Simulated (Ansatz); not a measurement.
# A series in volume per atom on SiO2

Results calculated with Ansatz 0.2.0, not measured. Periodic Kohn-Sham DFT of a crystal at fixed atoms; Kohn-Sham levels at symmetry points; band -1 is the highest filled and +1 the lowest empty one at that point, spin up along a +z start moment.

Cell of the first row (space group I-42d, No. 122):
```
cell vectors (Å)
  -2.3256     2.3256     3.6676
   2.3256    -2.3256     3.6676
   2.3256     2.3256    -3.6676
atoms (fractions of the cell vectors)
Si  0.00000  0.00000  0.00000
Si  0.75000  0.25000  0.50000
O   0.99838  0.62500  0.87338
O   0.37500  0.24838  0.37338
O   0.75162  0.12500  0.12662
O   0.87500  0.00162  0.62662
```

Settings of every row: method all-electron LAPW; functional PBEsol; relativity scalar; k mesh 7x7x7; filling fermi-dirac; smearing width 0.03 eV; basis error target 1 meV/atom; nucleus gaussian.

Atom start moment: 0 on all atoms.

Limits: semilocal functionals tend to give too small a gap.

```
row  volume per atom (Å³)  band gap (eV)  smallest direct gap on path (eV)
  1                13.224          6.369                             6.369
  2                13.505          6.243                             6.243
  3                13.786          6.114                             6.114
  4                13.927          6.049                             6.049
  5                14.068              ?                                 ?
  6                14.208          5.918                             5.918
  7                14.349          5.851                             5.851
  8                 14.63          5.716                             5.716
  9                14.912           5.58                              5.58
```

Question: what band gap should row 5 give?

Worked fit of band gap. Take t = volume per atom − 14, in Å³. The shown rows have t = -0.776, -0.495, -0.214, -0.073, 0.208, 0.349, 0.63, 0.912. Least squares give band gap = 6.0151 − 0.466 × t − 0.0125 × t² eV; a straight line predicts inner rows, each left out in turn, worse (root mean square 0.0029 against 0.00043 eV). The rows lie off it by 0.000, 0.000, 0.000, 0.000, 0.000, 0.000, -0.001, 0.000. The withheld row has t = 0.068, so the fit gives 6.0151 − 0.466 × (0.068) − 0.0125 × (0.068)² = 5.983 eV.

The calculation gave 5.984 eV. The fit lies 0.001 eV (0.13 % of the column's range) below it, one unit of the last digit.

The other values of row 5: smallest direct gap on path 5.984 eV.
